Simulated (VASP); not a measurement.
Input of a VASP 6.6.1 run:

The input INCAR:

```
SYSTEM = Y
PREC = Accurate ; ENCUT = 600
EDIFF = 1E-7 ; ISMEAR = -1
SIGMA = 0.05 ; LREAL = .False.
LASPH = .True. ; NELM = 60
ALGO = Fast ; ISIF = 2
LWAVE = .False. ; LCHARG = .False.
LDIPOL = .True. ; IDIPOL = 3
DIPOL = 0.5 0.5 0.500 ; GGA = PE
```

File KPOINTS:

```
regular mesh
0
Gamma
  8 8 1
  0 0 0
```

File POSCAR:

```
Y
1.0
    3.6514992371      0.0000000000      0.0000000000
   -1.8257496186      3.1622911012      0.0000000000
    0.0000000000      0.0000000000     20.7474000000
Y
3
Direct
    0.3333333333      0.6666666666      0.3614910784
    0.6666666667      0.3333333334      0.5000000000
    0.3333333333      0.6666666666      0.6385089216
```

Potentials or basis: VASP PAW PBE potentials, release 54 (Y_sv).

Launch:

```sh
$ cat potpaw_PBE.54/Y_sv/POTCAR > POTCAR
$ mpirun -np 1 vasp_std > vasp.out
```

(1) Estimate the largest force.

(2) What does it give for the band gap on the k mesh?

Answers

(1) 0.198 eV/Å.

(2) none (metal or under the smearing width).
